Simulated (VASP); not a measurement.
Here is a VASP 6.6.1 calculation.

File INCAR:

```
SYSTEM = SrCl2
ADDGRID = .False. ; ALGO = Normal
EDIFF = 1E-8 ; ENCUT = 900
GGA = PE ; ISIF = 2
ISMEAR = 0 ; LASPH = .True.
LCHARG = .False. ; LREAL = .False.
LWAVE = .False. ; NBANDS = 19
NELM = 100 ; PREC = Accurate
SIGMA = 0.05
```

Contents of KPOINTS:

```
k-points
0
Gamma
  10 10 10
  0 0 0
```

The input POSCAR:

```
SrCl2
1.0
    0.0000000000      3.4883500000      3.4883500000
    3.4883500000      0.0000000000      3.4883500000
    3.4883500000      3.4883500000      0.0000000000
Sr Cl
1 2
Direct
    0.0000000000      0.0000000000      0.0000000000
    0.7500000000      0.7500000000      0.7500000000
    0.2500000000      0.2500000000      0.2500000000
```

Potentials or basis: VASP PAW PBE potentials, release 64 (Sr_sv, Cl).

Run with:

```console
$ cat potpaw_PBE.64/Sr_sv/POTCAR potpaw_PBE.64/Cl/POTCAR > POTCAR
$ mpirun -np 1 vasp_std > vasp.out
```

Question: What does it give for the pressure?

Answer: 1.1 GPa.

Question: Predict the band gap on the k mesh.

Answer: 5.34 eV, indirect (least direct gap 5.51 eV).

A k mesh can miss the band edges. As with any semilocal functional, this PBE gap is likely too small.
